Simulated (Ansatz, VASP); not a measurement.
## Two plane-wave programs on Cu

The input POSCAR:

```
Cu
1.0
    2.5340966698      0.0000000000      0.0000000000
   -1.2670483349      2.1945920917      0.0000000000
    0.0000000000      0.0000000000      4.1125710000
Cu
2
Direct
    0.3333333300      0.6666666700      0.2500000000
    0.6666666700      0.3333333300      0.7500000000
```

File INCAR.step1:

```
SYSTEM = Cu
PREC = Accurate
ENCUT = 520
ISMEAR = 0
SIGMA = 0.1
LREAL = .FALSE.
LASPH = .TRUE.
NELM = 80
NBANDS = 18
GGA = PE
ALGO = Normal
EDIFF = 1E-4
LWAVE = .TRUE.
LCHARG = .FALSE.
```

Contents of INCAR.step2:

```
SYSTEM = Cu
PREC = Accurate
ENCUT = 520
EDIFF = 1E-6
ISMEAR = 0
SIGMA = 0.1
LREAL = .FALSE.
LASPH = .TRUE.
NELM = 80
ALGO = Normal
ISIF = 2
LWAVE = .FALSE.
LCHARG = .TRUE.
METAGGA = R2SCAN
LMIXTAU = .TRUE.
LELF = .TRUE.
LVHAR = .TRUE.
NBANDS = 18
ISTART = 1
```

Contents of KPOINTS:

```
Automatic mesh
0
G
  12 12 4
  0 0 0
```

Input for Ansatz:

```yaml
crystal:
  lattice:
    - [2.5340966698, 0.0, 0.0]
    - [-1.2670483349, 2.1945920917, 0.0]
    - [0.0, 0.0, 4.112571]
  atoms:
    - { symbol: Cu, position: [0.33333333, 0.66666667, 0.25] }
    - { symbol: Cu, position: [0.66666667, 0.33333333, 0.75] }
basis:
  ecutwfc: 500
kpoints:
  mp_grid: { grid: [12, 12, 4] }
hamiltonian:
  xc: r2scan
scf:
  occupations: { method: gaussian, width: 0.1 }
output:
  forces: true
  stress: true
  eigenvalues: true
```

This isn't the form of Cu at room conditions, which is fcc.

Alike in both runs: task single point; functional r2SCAN; k mesh 12 × 12 × 4; occupations gaussian, width 0.1 eV; no spin polarisation.

|  | VASP | Ansatz |
| --- | --- | --- |
| version | VASP 6.6.1 | Ansatz 0.2.0 |
| potentials or method | VASP PAW PBE potentials, release 64 (Cu) | scalar-relativistic, plane waves, PAW |
| plane-wave cutoff (eV) | 520 | 500 |
| valence electrons in the cell | 22 | 38 |

|  | VASP | Ansatz | Ansatz less VASP |
| --- | --- | --- | --- |
| gap on the k mesh at the Fermi level (eV) | none | none | - |
| pressure (GPa) | 0.9 | 0.1 | -0.77 |
| largest component of the traceless stress (GPa) | 0.02 | 0.13 | +0.113 |

A gap of «none» marks a metal or a gap that the smearing closes. The two sets of potentials don't hold the same shells in valence.

Caveats: the k mesh is coarse (spacing up to 0.38 Å⁻¹), so the values aren't converged; the PAW data sets were made with another functional, which shifts forces and pressure a little (VASP).
